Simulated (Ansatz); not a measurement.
**Density of states of C**

```xyz
2
Lattice="1.2280 0.7090 3.3470 -1.2280 0.7090 3.3470 0.0000 -1.4180 3.3470" Properties=species:S:1:pos:R:3 pbc="T T T"
C     0.0000    0.0000    1.6467
C     0.0000    0.0000    8.3943
```

The cell is COD entry 1200018, as deposited and not checked against the literature; nothing was relaxed. It is an old determination, and later ones may differ.

Computed with DFT, PBE, all-electron LAPW, scalar-relativistic (Ansatz 0.2.0).

The runs use a Γ-centred 17×17×17 k mesh, Fermi–Dirac smearing of 0.03 eV, basis error target 0.5 meV/atom, no spin polarisation.

States per eV and cell, averaged over 0.6 eV, from -9.4 to 6.0 eV, with energies (bin centres) from the valence-band top; empty bins are left out. The partial columns, the largest 2 alone, are projections on Löwdin-orthogonalised atomic shells (those that the program's projection atoms carry: the occupied ones and, for some elements, an empty d or f shell; other empty shells have no column), summed over atoms of an element. Weights on diffuse s and p shells depend on that basis and aren't pure angular character.

```csv
E (eV),total,C 2p,C 2s
-9.2,0.38,0.31,0.07
-8.6,0.40,0.34,0.06
-8.0,0.51,0.44,0.06
-7.4,0.64,0.57,0.05
-6.8,0.72,0.67,0.04
-6.2,1.05,1.00,0.03
-5.6,0.69,0.66,0.02
-5.0,0.66,0.64,0.02
-4.4,0.64,0.63,0.01
-3.8,0.57,0.57,0.01
-3.2,0.56,0.56,0.00
-2.6,0.43,0.42,0.00
-2.0,0.39,0.39,0.00
-1.4,0.22,0.22,0.00
-0.8,0.12,0.12,0.00
-0.2,0.03,0.03,0.00
0.4,0.01,0.01,0.00
1.0,0.11,0.11,0.00
1.6,0.33,0.32,0.00
2.2,0.45,0.44,0.00
2.8,0.30,0.29,0.00
3.4,0.25,0.24,0.00
4.0,0.22,0.21,0.00
4.6,0.24,0.20,0.00
5.2,0.26,0.19,0.00
5.8,0.32,0.19,0.00
```

Problem. Which of the resolved shells contributes most in the top eV of the valence band?

Solution. C 2p, with 99 % of all states there; C 2s follows with 0 %.
